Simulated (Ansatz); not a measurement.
KI, one cell by several methods

```
K I
1.0
     0.00000    3.52455    3.59504
     3.52455    0.00000    3.59504
     3.52455    3.52455    0.00000
K I
1 1
Direct
  0.00000 0.00000 0.00000
  0.50000 0.50000 0.50000
```

Atoms are numbered in the order listed.

The cell is COD entry 9009735, as deposited and not checked against the literature; nothing was relaxed. The listed cell was then made from it by scaling, straining or moving an atom.

No spin–orbit coupling, which matters for the heavy atoms here.

Methods: DFT, PBEsol, PAW with Ansatz's default frozen-core files, scalar-relativistic (Ansatz 0.2.0); DFT, PBEsol, all-electron LAPW, scalar-relativistic (Ansatz 0.2.0).

For PAW: a Γ-centred 8×8×8 k mesh, Fermi–Dirac smearing of 0.01 eV, cutoff 420 eV, no spin polarisation; the PAW files were made with PBE, and the program remakes their frozen cores for this functional. LAPW targets a basis error of 1 meV/atom. The Ansatz runs share mesh, smearing and spin set-up. Plane-wave (PAW) pressures include the program's estimate of the Pulay term.

Stress and pressure are positive in compression.

PAW results:

| quantity | PAW |
| --- | --- |
| pressure (GPa) | -0.41 |
| stress xx (GPa) | -0.27 |
| stress zz (GPa) | -0.67 |
| band gap (eV) | 3.790 |

Q: What does full-potential LAPW give for the same quantities?

A: 
```csv
quantity,LAPW
pressure (GPa),-0.40
stress xx (GPa),-0.27
stress zz (GPa),-0.67
band gap (eV),3.789
```
